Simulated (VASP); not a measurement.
# GaSb (F-43m) in VASP: settings compared, part 2 of 2

VASP 6.6.1.

## (3) Relaxation of cell and atoms, PBE

The input, INCAR:

```
SYSTEM = GaSb
ALGO     = Normal         ! electronic algorithm
EDIFF    = 1E-6           ! SCF threshold, eV
EDIFFG   = -0.01          ! ionic threshold
ENCUT    = 600            ! plane-wave cutoff, eV
GGA      = PE             ! functional
IBRION   = 2              ! ionic algorithm
ISIF     = 3              ! what is computed and relaxed
ISMEAR   = 0              ! smearing method
LASPH    = .True.         ! aspherical terms in the spheres
LCHARG   = .False.        ! write CHGCAR
LREAL    = .False.        ! projectors in reciprocal space
LWAVE    = .False.        ! write WAVECAR
NELM     = 80             ! most SCF steps
NSW      = 90             ! ionic steps
PREC     = Accurate       ! precision mode
SIGMA    = 0.03           ! smearing width, eV
```

The input, KPOINTS:

```
k-points
0
Gamma
  10 10 10
  0 0 0
```

The input, POSCAR:

```
GaSb
1.0
    0.0000000000      3.0590000000      3.0590000000
    3.0590000000      0.0000000000      3.0590000000
    3.0590000000      3.0590000000      0.0000000000
Ga Sb
1 1
Direct
    0.0000000000      0.0000000000      0.0000000000
    0.2500000000      0.2500000000      0.2500000000
```

Potentials or basis: VASP PAW PBE potentials, release 64 (Ga_d, Sb).

The run is started by

```sh
$ cat potpaw_PBE.64/Ga_d/POTCAR potpaw_PBE.64/Sb/POTCAR > POTCAR
$ mpirun -np 1 vasp_std > vasp.out
```

OUTCAR:

```text
SYSTEM = GaSb
   EDIFF = 1E-6
   EDIFFG = -0.01
   ENCUT = 600
   GGA = PE
   IBRION = 2
   ISIF = 3
   ISMEAR = 0
   LASPH = .True.
   LREAL = .False.
   NELM = 80
   NSW = 90
   PREC = Accurate

 ion  position               nearest neighbor table
   1  0.000  0.000  0.000-   2 2.65   2 2.65   2 2.65   2 2.65
   2  0.250  0.250  0.250-   1 2.65   1 2.65   1 2.65   1 2.65

  LATTYP: Found a face centered cubic cell.
 ALAT       =     6.1180000000

  Lattice vectors:

 A1 = (   0.0000000000,   3.0590000000,   3.0590000000)
 A2 = (   3.0590000000,   0.0000000000,   3.0590000000)
 A3 = (   3.0590000000,   3.0590000000,   0.0000000000)

Analysis of symmetry for initial positions (statically):
=====================================================================
 Subroutine PRICEL returns:
 Original cell was already a primitive cell.

 Routine SETGRP: Setting up the symmetry group for a
 face centered cubic supercell.

 Subroutine GETGRP returns: Found 24 space group operations
 (whereof 24 operations were pure point group operations)
 out of a pool of 48 trial point group operations.

The static configuration has the point symmetry T_d .

Analysis of symmetry for dynamics (positions and initial velocities):
=====================================================================
 Subroutine PRICEL returns:
 Original cell was already a primitive cell.

 Routine SETGRP: Setting up the symmetry group for a
 face centered cubic supercell.

 Subroutine GETGRP returns: Found 24 space group operations
 (whereof 24 operations were pure point group operations)
 out of a pool of 48 trial point group operations.

The dynamic configuration has the point symmetry T_d .

 Subroutine INISYM returns: Found 24 space group operations
 (whereof 24 operations are pure point group operations),
 and found     1 'primitive' translations

----------------------------------------------------------------------------------------

                                     Primitive cell

  volume of cell :      57.2491

  direct lattice vectors                    reciprocal lattice vectors
     0.000000000  3.059000000  3.059000000    -0.163452109  0.163452109  0.163452109
     3.059000000  0.000000000  3.059000000     0.163452109 -0.163452109  0.163452109
     3.059000000  3.059000000  0.000000000     0.163452109  0.163452109 -0.163452109

  length of vectors
     4.326079287  4.326079287  4.326079287     0.283107357  0.283107357  0.283107357

  position of ions in fractional coordinates (direct lattice)
     0.000000000  0.000000000  0.000000000
     0.250000000  0.250000000  0.250000000

  ion indices of the primitive-cell ions
   primitive index   ion index
                 1           1
                 2           2

----------------------------------------------------------------------------------------

 KPOINTS: k-points

Automatic generation of k-mesh.
 Grid dimensions read from file:
 generate k-points for:   10   10   10

 Generating k-lattice:

  Cartesian coordinates                     Fractional coordinates (reciprocal lattice)
    -0.016345211  0.016345211  0.016345211     0.100000000  0.000000000  0.000000000
     0.016345211 -0.016345211  0.016345211     0.000000000  0.100000000  0.000000000
     0.016345211  0.016345211 -0.016345211     0.000000000  0.000000000  0.100000000

  Length of vectors
     0.028310736  0.028310736  0.028310736

  Shift w.r.t. Gamma in fractional coordinates (k-lattice)
     0.000000000  0.000000000  0.000000000

 Subroutine IBZKPT returns following result:
 ===========================================

 Found     47 irreducible k-points:

 Following reciprocal coordinates:
            Coordinates               Weight
  0.000000  0.000000  0.000000      1.000000
  0.100000  0.000000  0.000000      8.000000
  0.200000  0.000000  0.000000      8.000000
  0.300000  0.000000  0.000000      8.000000
  0.400000  0.000000  0.000000      8.000000
  0.500000  0.000000  0.000000      4.000000
[... 16 lines left out ...]
  0.300000  0.300000  0.000000      6.000000
  0.400000  0.300000  0.000000     24.000000
 [... further k-points ...]
   k-points           NKPTS =     47   k-points in BZ     NKDIM =     47   number of bands    NBANDS=     13
   number of dos      NEDOS =    301   number of ions     NIONS =      2
   total plane-waves  NPLWV =  46656
   dimension x,y,z NGX =    36 NGY =   36 NGZ =   36
   dimension x,y,z NGXF=    72 NGYF=   72 NGZF=   72
   ions per type =               1   1
   NGX,Y,Z   is equivalent  to a cutoff of  13.83, 13.83, 13.83 a.u.
   NGXF,Y,Z  is equivalent  to a cutoff of  27.67, 27.67, 27.67 a.u.
 SYSTEM =  GaSb
   PREC   = accura    normal or accurate (medium, high low for compatibility)
   ISTART =      0    job   : 0-new  1-cont  2-samecut
   ICHARG =      2    charge: 1-file 2-atom 10-const
   ISPIN  =      1    spin polarized calculation?
   LNONCOLLINEAR =      F non collinear calculations
   LSORBIT =      F    spin-orbit coupling
   LASPH  =      T    aspherical Exc in radial PAW
   ENCUT  =  600.0 eV  44.10 Ry    6.64 a.u.   8.64  8.64  8.64*2*pi/ulx,y,z
   NELM   =     80;   NELMIN=  2; NELMDL= -5     # of ELM steps
   EDIFF  = 0.1E-05   stopping-criterion for ELM
   LREAL  =      F    real-space projection
   EDIFFG = -.1E-01   stopping-criterion for IOM
   NSW    =     90    number of steps for IOM
   IBRION =      2    ionic relax: 0-MD 1-quasi-New 2-CG
   NFREE  =      1    steps in history (QN), initial steepest desc. (CG)
   ISIF   =      3    stress and relaxation
   ISYM   =      2    0-nonsym 1-usesym 2-fastsym
   POTIM  = 0.5000    time-step for ionic-motion
   TEBEG  =    0.0;   TEEND  =   0.0 temperature during run
   PSTRESS=    0.0 pullay stress
   NELECT =      18.0000    total number of electrons
   NUPDOWN=      -1.0000    fix difference up-down
   EMIN   =  10.00;   EMAX   =-10.00  energy-range for DOS
   EFERMI =   0.00;   METHOD = LEGACY
   ISMEAR =     0;   SIGMA  =   0.03  broadening in eV -4-tet -1-fermi 0-gaus
   EFERMI_NEDOS =   21; number of points for ismear=-14 and -15
   IALGO  =     38    algorithm
   IMIX   =      4    mixing-type and parameters
     AMIX     =   0.40;   BMIX     =  1.00
     AMIX_MAG =   1.60;   BMIX_MAG =  1.00
  volume/ion in A,a.u.               =      28.62       193.17
  Fermi-wavevector in a.u.,A,eV,Ry     =   1.113208  2.103657 16.860766  1.239231
  Thomas-Fermi vector in A             =   2.249790
   LORBIT       =      0    0 simple, 1 ext, 2 COOP (PROOUT), +10 PAW based schemes
   GGA     = PE    functional components
   LHFCALC =     F    Hartree Fock is set to
   AEXX    =    0.0000 exact exchange contribution
   IVDW    =     0    specifies the selected vdW correction
   LEPSILON=     F    determine dielectric tensor
   LRPA    =     F    only Hartree local field effects (RPA)
 conjugate gradient relaxation of ions
 non-spin polarized calculation
 Gauss-broadening in eV      SIGMA  =   0.03
  energy-cutoff  :      600.00
  volume of cell :       57.25
 maximum number of plane-waves:      1925
   NGX = 17   NGY = 17   NGZ = 17

--------------------------------------- Ionic step        1  -------------------------------------------

 number of electron      18.0000006 magnetization

 Free energy of the ion-electron system (eV)
  ---------------------------------------------------
  ext. energy  EPLUGINS =         0.00000000
  ---------------------------------------------------
  free energy    TOTEN  =        -7.35107004 eV

  energy without entropy =       -7.35103146  energy(sigma->0) =       -7.35105075

 E-fermi :   4.8959     XC(G=0):  -9.0893

 val. band max:        4.8694818482   @ k =   0.0000   0.0000   0.0000
 cond. band min:       4.9058020190   @ k =   0.0000   0.0000   0.0000
 fundamental gap:      0.0363201708
 Fermi energy:         4.8958803672

 k-point     1 :       0.0000    0.0000    0.0000
  band No.  band energies     occupation
      1     -10.1651      2.00000
      2     -10.1651      2.00000
      3     -10.1651      2.00000
      4     -10.1154      2.00000
      5     -10.1154      2.00000
      6      -6.6068      2.00000
      7       4.8695      1.78669
      8       4.8695      1.78666
      9       4.8695      1.78666
     10       4.9058      0.63999
     11       7.6459      0.00000
     12       7.6459      0.00000
     13       7.6459      0.00000
[... 437 lines left out ...]
  energy  without entropy=       -7.3696724227  energy(sigma->0) =       -7.36969556

--------------------------------------- Ionic step        3  -------------------------------------------

 number of electron      17.9999991 magnetization

 Free energy of the ion-electron system (eV)
  ---------------------------------------------------
  ext. energy  EPLUGINS =         0.00000000
  ---------------------------------------------------
  free energy    TOTEN  =        -7.37115051 eV

  energy without entropy =       -7.37110424  energy(sigma->0) =       -7.37112738

 E-fermi :   4.3999     XC(G=0):  -8.8803

 val. band max:        4.3908130164   @ k =   0.0000   0.0000   0.0000
 cond. band min:       4.6985191353   @ k =   0.5000   0.0000   0.0000
 fundamental gap:      0.3077061189
 Fermi energy:         4.3999497388

 k-point     1 :       0.0000    0.0000    0.0000
  band No.  band energies     occupation
      1     -10.5556      2.00000
      2     -10.5556      2.00000
      3     -10.5556      2.00000
      4     -10.5129      2.00000
      5     -10.5129      2.00000
      6      -6.7614      2.00000
      7       4.0917      2.00000
      8       4.3908      1.33336
      9       4.3908      1.33332
     10       4.3908      1.33332
     11       7.1788      0.00000
     12       7.1788      0.00000
     13       7.1788      0.00000
[... 397 lines left out ...]
  FREE ENERGIE OF THE ION-ELECTRON SYSTEM (eV)
  ---------------------------------------------------
  free  energy   TOTEN  =        -7.3711505146 eV

  energy  without entropy=       -7.3711042359  energy(sigma->0) =       -7.37112738

 reached required accuracy - stopping structural energy minimisation
```

It took 64 s on 1 thread of AMD EPYC 9R45 (Zen 5), shared host; peak memory 0.2 GiB.

Results:

```
Free energy                            : -7.3712 eV
Relaxed volume                         : 30.03 Å³/atom
Relaxed cell                           : a = 4.396 Å, b = 4.396 Å, c = 4.396 Å, α = 60.00°, β = 60.00°, γ = 60.00°
Space group after relaxing (to 0.05 Å) : F-43m (No. 216)
Energy gained by relaxing              : 10.0 meV/atom
Ionic steps                            : 3
Pressure after relaxing                : 0.0 GPa
Band gap on the k mesh                 : none (metal or under the smearing width)
```

The path:
```tsv
step	energy change (eV)	largest force (eV/Å)	pressure (GPa)	volume (Å³)
1	0.0000	0.0000	2.38	57.25
2	-0.0186	0.0000	-0.54	60.85
3	-0.0201	0.0000	-0.02	60.07
```

Final structure:
```xyz
2
Lattice="0.0000 3.1084 3.1084 3.1084 0.0000 3.1084 3.1084 3.1084 0.0000" Properties=species:S:1:pos:R:3 pbc="T T T"
Ga    0.0000    0.0000    0.0000
Sb    1.5542    1.5542    1.5542
```

Caveat: this crystal is a semiconductor, whose small gap the functional closes, so the metal is an error of the method. Zero-point motion and thermal expansion aren't in these numbers.
